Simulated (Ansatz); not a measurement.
# ZnS (distorted cell): a check of forces and pressure against finite differences

Run with Ansatz's Python interface.

The script, `fdcheck_zns.py`:
```python
"""Do the forces of ZnS match the slope of the free energy with displaced atoms."""

import warnings

import ansatz as az
import numpy as np

VECTORS = np.array([
    [3.811, 0.0, 0.0],
    [-1.9055, 3.30042, 0.0],
    [0.0, 0.0, 6.234],
])
SITES = [
    ("Zn", [0.3284, 0.64504, 0.99417]),
    ("Zn", [0.68632, 0.32696, 0.504]),
    ("S", [0.33633, 0.71011, 0.38849]),
    ("S", [0.67808, 0.32681, 0.88207]),
]


def on_lattice(cell):
    crystal = az.Crystal(lattice=az.Lattice.of(cell))
    for symbol, position in SITES:
        crystal = crystal.atom(symbol, position)
    return crystal


def main() -> None:
    warnings.simplefilter("ignore", az.DeckWarning)

    def solve(crystal):
        return (
            crystal.calculation()
            .functional("pbesol")
            .occupations("fixed")  # whole-number filling, right only where there is a gap
            .basis(540, xc_grid=2)  # a bare number is in eV
            .kpoints(6, 6, 2)
            .scf(tolerance=1e-09)
            .forces()
            .stress()
            .run(threads=1)
        ).report


    centre = solve(on_lattice(VECTORS))
    start = on_lattice(VECTORS)
    # move one atom both ways along a Cartesian axis
    print(f"force on atom 0 along z: analytic {centre['forces_ev_ang'][0][2]:.4f} eV/A")
    for h in (0.004, 0.016):
        shift = np.eye(3)[2] * h @ np.linalg.inv(VECTORS)
        plus, minus = (solve(start.move(0, to=np.array(SITES[0][1]) + sign * shift))["lagrangian_ev"] for sign in (1, -1))
        print(f"  step {h} A: numerical {-(plus - minus) / (2 * h):.4f} eV/A")
    # P = -dF/dV; the difference feels the change of the plane-wave count with the cell
    volume = abs(np.linalg.det(VECTORS))
    larger, smaller = (solve(on_lattice(VECTORS * (1 + sign * 0.005) ** (1 / 3)))["lagrangian_ev"] for sign in (1, -1))
    numerical = -(larger - smaller) / (0.01 * volume) * 160.21766
    print(f"pressure: analytic {np.trace(centre['stress_gpa']) / 3:.3f}, numerical {numerical:.3f} GPa")


if __name__ == "__main__":
    main()
```

Output of `python fdcheck_zns.py`:
```text
force on atom 0 along z: analytic 0.5927 eV/A
  step 0.004 A: numerical 0.5927 eV/A
  step 0.016 A: numerical 0.5919 eV/A
pressure: analytic -0.222, numerical -0.220 GPa
```

What to keep in mind:
- The program warned that this SCF threshold is loose for forces or stresses.
- Pressure is positive in compression.
- The cell is a database structure, distorted on purpose.
- The central difference errs as the square of the step, so the shorter step is the fairer test; what remains comes from the finite grid and the SCF threshold.
- The script silences the warnings on its input, which a real study should read.
- Hardware and time: 66 s on 1 thread of Arm Neoverse V2 (shared host), peak memory 0.43 GiB.
